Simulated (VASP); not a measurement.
# H17O8F in VASP: further runs

The runs below take H17O8F through single point, with r2SCAN+D3(BJ).

Program: VASP 6.6.1. These are calculated values, not measurements. Logs are shortened: lines on timing, memory, paths and dates and some standing lists are left out, and cuts for length are marked.

## 1. The crystal as given

The cell holds a amorphous, 26 atoms: a = 6.495 Å, b = 6.495 Å, c = 6.495 Å, α = 90.00°, β = 90.00°, γ = 90.00°.

The cell was built by a generator and needn't be a form met in nature.

## 2. Single point, r2SCAN+D3(BJ)

POSCAR reads:

```
H17O8F
1.0
    6.4950650000      0.0000000000      0.0000000000
    0.0000000000      6.4950650000      0.0000000000
    0.0000000000      0.0000000000      6.4950650000
O H F
8 17 1
Direct
    0.9601597521      0.6835189486      0.6070455030
    0.6826875482      0.4098958209      0.4397800484
    0.0972738533      0.8090758137      1.0024226085
    0.8591753893      0.1731468430      0.9704906725
    0.1484819628      0.2602129463      0.6337272991
    0.5930964509      0.4912344988      0.8640252253
    0.3231530400      0.7140652172      0.3374869997
    0.1696518819      0.2121148903      0.2448474342
    0.8760343430      0.7928942974      0.5914336500
    0.8796062857      0.5660297472      0.5792397767
    0.5521268840      0.4538214783      0.3778253181
    0.7289688402      0.2584577676      0.4478939010
   -0.0426785567      0.8718465481      1.0185117470
    0.1294983191      0.7462280978      0.8655340632
    0.9715068286      0.1427391412      0.8749104128
    0.7791453973      0.2755168732      0.8861343189
    0.1477121476      0.2977953261      0.4905262688
    0.2456634383      0.1653563128      0.6948968178
    0.6578533086      0.6300013934      0.8640098290
    0.5364380495      0.4565004353      0.7308317931
    0.2542237837      0.7667513720      0.2232926075
    0.2291893923      0.7424713994      0.4656458403
    0.0665428291      0.2671566797      0.1535473471
    0.2571182890      0.1418307592      0.1479738848
    0.5149294118      0.8800373822      0.3655698596
    0.6364832377      0.9597594481      0.4034293729
```

INCAR.step1 reads:

```
  PREC = Accurate
  ENCUT = 520
  ISMEAR = -1
  SIGMA = 0.05
  LREAL = Auto
  LASPH = T
  NELM = 100
  NBANDS = 55
  GGA = PE
  ALGO = Normal
  EDIFF = 1E-4
  LWAVE = T
  LCHARG = F
```

INCAR.step2 reads:

```
  PREC = Accurate
  ENCUT = 520
  EDIFF = 1E-6
  ISMEAR = -1
  SIGMA = 0.05
  LREAL = Auto
  LASPH = T
  NELM = 100
  ALGO = Normal
  ISIF = 2
  LWAVE = F
  LCHARG = T
  METAGGA = R2SCAN
  LMIXTAU = T
  IVDW = 12
  VDW_S6 = 1.0
  VDW_S8 = 0.78981345
  VDW_A1 = 0.49484001
  VDW_A2 = 5.73083694
  LELF = T
  LVHAR = T
  NBANDS = 55
  ISTART = 1
```

KPOINTS reads:

```
regular mesh
0
Gamma
  1 1 1
```

Potentials or basis: VASP PAW PBE potentials, release 64 (O, H, F).

Run with:

```console
$ cat potpaw_PBE.64/O/POTCAR potpaw_PBE.64/H/POTCAR potpaw_PBE.64/F/POTCAR > POTCAR
$ cp INCAR.step1 INCAR
$ mpirun -np 1 vasp_gam > vasp.out
$ cp INCAR.step2 INCAR
$ mpirun -np 1 vasp_gam > vasp.out
```

OUTCAR:

```text
PREC = Accurate
   ENCUT = 520
   EDIFF = 1E-6
   ISMEAR = -1
   LREAL = Auto
   LASPH = T
   NELM = 100
   ISIF = 2
   METAGGA = R2SCAN
   IVDW = 12
   ISTART = 1
 IVDW          = 12

 ion  position               nearest neighbor table
   1  0.960  0.684  0.607-   9 0.90  10 0.94
   2  0.683  0.410  0.440-  11 0.98  12 1.03
   3  0.097  0.809  0.002-  14 1.00  13 1.00
   4  0.859  0.173  0.970-  15 0.98  16 1.01
   5  0.148  0.260  0.634-  17 0.96  18 0.97
   6  0.593  0.491  0.864-  20 0.97  19 0.99
   7  0.323  0.714  0.337-  21 0.93  22 1.05
   8  0.170  0.212  0.245-  24 0.96  23 0.96
   9  0.876  0.793  0.591-   1 0.90
  10  0.880  0.566  0.579-   1 0.94
  11  0.552  0.454  0.378-   2 0.98
  12  0.729  0.258  0.448-   2 1.03
  13  0.957  0.872  0.019-   3 1.00
  14  0.129  0.746  0.866-   3 1.00
[... 10 lines left out ...]
  25  0.515  0.880  0.366-  26 0.98
  26  0.636  0.960  0.403-  25 0.98

  LATTYP: Found a simple cubic cell.
 ALAT       =     6.4950650000

  Lattice vectors:

 A1 = (   6.4950650000,   0.0000000000,   0.0000000000)
 A2 = (   0.0000000000,   6.4950650000,   0.0000000000)
 A3 = (   0.0000000000,   0.0000000000,   6.4950650000)

Analysis of symmetry for initial positions (statically):
=====================================================================
 Subroutine PRICEL returns:
 Original cell was already a primitive cell.

 Routine SETGRP: Setting up the symmetry group for a
 simple cubic supercell.

 Subroutine GETGRP returns: Found  1 space group operations
 (whereof  1 operations were pure point group operations)
 out of a pool of 48 trial point group operations.

The static configuration has the point symmetry C_1 .

Analysis of symmetry for dynamics (positions and initial velocities):
=====================================================================
 Subroutine PRICEL returns:
 Original cell was already a primitive cell.

 Routine SETGRP: Setting up the symmetry group for a
 simple cubic supercell.

 Subroutine GETGRP returns: Found  1 space group operations
 (whereof  1 operations were pure point group operations)
 out of a pool of 48 trial point group operations.

The dynamic configuration has the point symmetry C_1 .

 Subroutine INISYM returns: Found  1 space group operations
 (whereof  1 operations are pure point group operations),
 and found     1 'primitive' translations

----------------------------------------------------------------------------------------

                                     Primitive cell

  volume of cell :     274.0000

  direct lattice vectors                    reciprocal lattice vectors
     6.495065000  0.000000000  0.000000000     0.153963047  0.000000000  0.000000000
     0.000000000  6.495065000  0.000000000     0.000000000  0.153963047  0.000000000
     0.000000000  0.000000000  6.495065000     0.000000000  0.000000000  0.153963047

  length of vectors
     6.495065000  6.495065000  6.495065000     0.153963047  0.153963047  0.153963047

  position of ions in fractional coordinates (direct lattice)
     0.960159752  0.683518949  0.607045503
     0.682687548  0.409895821  0.439780048
     0.097273853  0.809075814  0.002422608
     0.859175389  0.173146843  0.970490672
     0.148481963  0.260212946  0.633727299
     0.593096451  0.491234499  0.864025225
[... 18 lines left out ...]
     0.514929412  0.880037382  0.365569860
     0.636483238  0.959759448  0.403429373

  ion indices of the primitive-cell ions
   primitive index   ion index
                 1           1
                 2           2
                 3           3
                 4           4
                 5           5
                 6           6
[... 18 lines left out ...]
                25          25
                26          26

----------------------------------------------------------------------------------------

 KPOINTS: regular mesh

Automatic generation of k-mesh.
 Grid dimensions read from file:
 generate k-points for:    1    1    1

 Generating k-lattice:

  Cartesian coordinates                     Fractional coordinates (reciprocal lattice)
     0.153963047  0.000000000  0.000000000     1.000000000  0.000000000  0.000000000
     0.000000000  0.153963047  0.000000000     0.000000000  1.000000000  0.000000000
     0.000000000  0.000000000  0.153963047     0.000000000  0.000000000  1.000000000

  Length of vectors
     0.153963047  0.153963047  0.153963047

  Shift w.r.t. Gamma in fractional coordinates (k-lattice)
     0.000000000  0.000000000  0.000000000

 Subroutine IBZKPT returns following result:
 ===========================================

 Found      1 irreducible k-points:

 Following reciprocal coordinates:
            Coordinates               Weight
  0.000000  0.000000  0.000000      1.000000
   k-points           NKPTS =      1   k-points in BZ     NKDIM =      1   number of bands    NBANDS=     55
   number of dos      NEDOS =    301   number of ions     NIONS =     26
   total plane-waves  NPLWV = 110592
   dimension x,y,z NGX =    48 NGY =   48 NGZ =   48
   dimension x,y,z NGXF=    96 NGYF=   96 NGZF=   96
   ions per type =               8  17   1
   NGX,Y,Z   is equivalent  to a cutoff of  12.29, 12.29, 12.29 a.u.
   NGXF,Y,Z  is equivalent  to a cutoff of  24.57, 24.57, 24.57 a.u.
 SYSTEM =  unknown system
   PREC   = accura    normal or accurate (medium, high low for compatibility)
   ISTART =      1    job   : 0-new  1-cont  2-samecut
   ICHARG =      0    charge: 1-file 2-atom 10-const
   ISPIN  =      1    spin polarized calculation?
   LNONCOLLINEAR =      F non collinear calculations
   LSORBIT =      F    spin-orbit coupling
   LASPH  =      T    aspherical Exc in radial PAW
   ENCUT  =  520.0 eV  38.22 Ry    6.18 a.u.  12.08 12.08 12.08*2*pi/ulx,y,z
   NELM   =    100;   NELMIN=  2; NELMDL=  0     # of ELM steps
   EDIFF  = 0.1E-05   stopping-criterion for ELM
   LREAL  =      T    real-space projection
   EDIFFG = 0.1E-04   stopping-criterion for IOM
   NSW    =      0    number of steps for IOM
   IBRION =     -1    ionic relax: 0-MD 1-quasi-New 2-CG
   NFREE  =      0    steps in history (QN), initial steepest desc. (CG)
   ISIF   =      2    stress and relaxation
   ISYM   =      2    0-nonsym 1-usesym 2-fastsym
   POTIM  = 0.5000    time-step for ionic-motion
   TEBEG  =    0.0;   TEEND  =   0.0 temperature during run
   PSTRESS=    0.0 pullay stress
   NELECT =      72.0000    total number of electrons
   NUPDOWN=      -1.0000    fix difference up-down
   EMIN   =  10.00;   EMAX   =-10.00  energy-range for DOS
   EFERMI =   0.00;   METHOD = LEGACY
   ISMEAR =    -1;   SIGMA  =   0.05  broadening in eV -4-tet -1-fermi 0-gaus
   EFERMI_NEDOS =   21; number of points for ismear=-14 and -15
   IALGO  =     38    algorithm
   IMIX   =      4    mixing-type and parameters
     AMIX     =   0.40;   BMIX     =  1.00
     AMIX_MAG =   1.60;   BMIX_MAG =  1.00
  volume/ion in A,a.u.               =      10.54        71.12
  Fermi-wavevector in a.u.,A,eV,Ry     =   1.048581  1.981532 14.959919  1.099523
  Thomas-Fermi vector in A             =   2.183509
   LORBIT       =      0    0 simple, 1 ext, 2 COOP (PROOUT), +10 PAW based schemes
   METAGGA = R2SCAN    functional components
   LHFCALC =     F    Hartree Fock is set to
   AEXX    =    0.0000 exact exchange contribution
   IVDW    =    12    specifies the selected vdW correction
   LEPSILON=     F    determine dielectric tensor
   LRPA    =     F    only Hartree local field effects (RPA)
 non-spin polarized calculation
  energy-cutoff  :      520.00
  volume of cell :      274.00
 maximum number of plane-waves:      3625
   NGX = 25   NGY = 25   NGZ = 25

 number of electron      72.0000003 magnetization

 Free energy of the ion-electron system (eV)
  ---------------------------------------------------
  ext. energy  EPLUGINS =         0.00000000
  ---------------------------------------------------
  free energy    TOTEN  =      -134.01836563 eV

  energy without entropy =     -134.01836563  energy(sigma->0) =     -134.01836563

 E-fermi :  -2.9949     XC(G=0):  -6.9531

 val. band max:       -4.2378707825   @ k =   0.0000   0.0000   0.0000
 cond. band min:       0.7094779163   @ k =   0.0000   0.0000   0.0000
 fundamental gap:      4.9473486988
 Fermi energy:        -2.9948703650

 k-point     1 :       0.0000    0.0000    0.0000
  band No.  band energies     occupation
      1     -27.9593      2.00000
      2     -24.4218      2.00000
      3     -23.9202      2.00000
      4     -23.8051      2.00000
      5     -23.7006      2.00000
      6     -23.3783      2.00000
[... 40 lines left out ...]
     47       6.8745      0.00000
     48       7.1398      0.00000
 [bands above 48 left out]

------------------------ aborting loop because EDIFF is reached ----------------------------------------

 Edisp (eV)   -0.40536

 E8    (eV) :    -0.0581

  FORCE on cell =-STRESS in cart. coord.  units (eV):
  Direction    XX          YY          ZZ          XY          YZ          ZX
  --------------------------------------------------------------------------------------
  -------------------------------------------------------------------------------------
  Total      -3.67872    -3.61020     0.45202     0.43202    -0.31617     2.72150
  in kB     -21.51084   -21.11015     2.64315     2.52615    -1.84873    15.91361
  external pressure =      -13.33 kB  Pullay stress =        0.00 kB

 VOLUME and BASIS-vectors are now :
 -----------------------------------------------------------------------------
  energy-cutoff  :      520.00
  volume of cell :      274.00
      direct lattice vectors                 reciprocal lattice vectors
     6.495065000  0.000000000  0.000000000     0.153963047  0.000000000  0.000000000
     0.000000000  6.495065000  0.000000000     0.000000000  0.153963047  0.000000000
     0.000000000  0.000000000  6.495065000     0.000000000  0.000000000  0.153963047

 POSITION                                       TOTAL-FORCE (eV/Angst)
 -----------------------------------------------------------------------------------
      6.23630      4.43950      3.94280         3.631722     -1.471336      1.119017
      4.43410      2.66230      2.85640         1.190929     -1.284111      0.787792
      0.63180      5.25500      0.01573         0.067793      0.286359     -0.356012
      5.58040      1.12460      6.30340        -0.193049      0.506177     -1.404062
      0.96440      1.69010      4.11610        -1.013430      0.476312      2.584596
      3.85220      3.19060      5.61190         0.304454      0.814706      0.711686
[... 18 lines left out ...]
      3.34450      5.71590      2.37440        -0.068117     -0.367840      0.191992
      4.13400      6.23370      2.62030        -0.170032     -0.089338      0.011672
 -----------------------------------------------------------------------------------
    total drift:                                0.006083      0.006555      0.009792

  FREE ENERGIE OF THE ION-ELECTRON SYSTEM (eV)
  ---------------------------------------------------
  free  energy   TOTEN  =      -134.4237240783 eV

  energy  without entropy=     -134.4237240783  energy(sigma->0) =     -134.42372408
```

It took 72 s on 1 thread of Intel Xeon 6975P-C (Granite Rapids), shared host; peak memory 0.33 GiB.

Results:

```yaml
Free_energy: -134.4237 eV
Pressure: -1.3 GPa
Largest_force: 4.770 eV/Å
Band_gap_on_the_k_mesh: 4.95 eV, direct
Dispersion_energy_per_atom: -0.016 eV
```

Forces in eV/Å, atoms in the order of the input:
```
O    3.632 -1.471  1.119
O    1.191 -1.284  0.788
O    0.068  0.286 -0.356
O   -0.193  0.506 -1.404
O   -1.013  0.476  2.585
O    0.304  0.815  0.712
O    0.867  0.196  4.687
O    0.404  0.040 -0.451
H   -2.508  3.287 -0.779
H   -0.916 -1.374 -0.652
H    0.515 -1.189 -0.105
H   -1.894  2.355 -0.883
H    1.405 -0.737 -0.758
H   -1.447  0.579  1.231
H   -0.270  0.194  0.064
H    0.263 -0.448  1.185
H    1.162 -1.082 -0.554
H    0.147  0.340 -1.433
H   -0.683 -1.439 -0.464
H    0.308  0.591 -0.259
H   -1.735  0.606 -2.158
H    1.119 -0.770 -2.489
H   -0.786  0.116 -0.122
H    0.299 -0.134  0.294
H   -0.068 -0.368  0.192
F   -0.170 -0.089  0.012
```

Stress tensor (GPa, compression positive):
```
-2.15  0.25  1.59
 0.25 -2.11 -0.18
 1.59 -0.18  0.26
```

Levels at points of the mesh, in eV from the valence-band top:
```
           k point  band 32  band 33  band 34  band 35  band 36  band 37  band 38  band 39  band 40  band 41
(0.00, 0.00, 0.00)    -0.52    -0.45    -0.28    -0.19     0.00     4.95     8.05     8.29     8.49     8.98
```

Caveat: the PAW data sets were made with another functional, which shifts forces and pressure a little.

(Continued in part 2 of 2.)
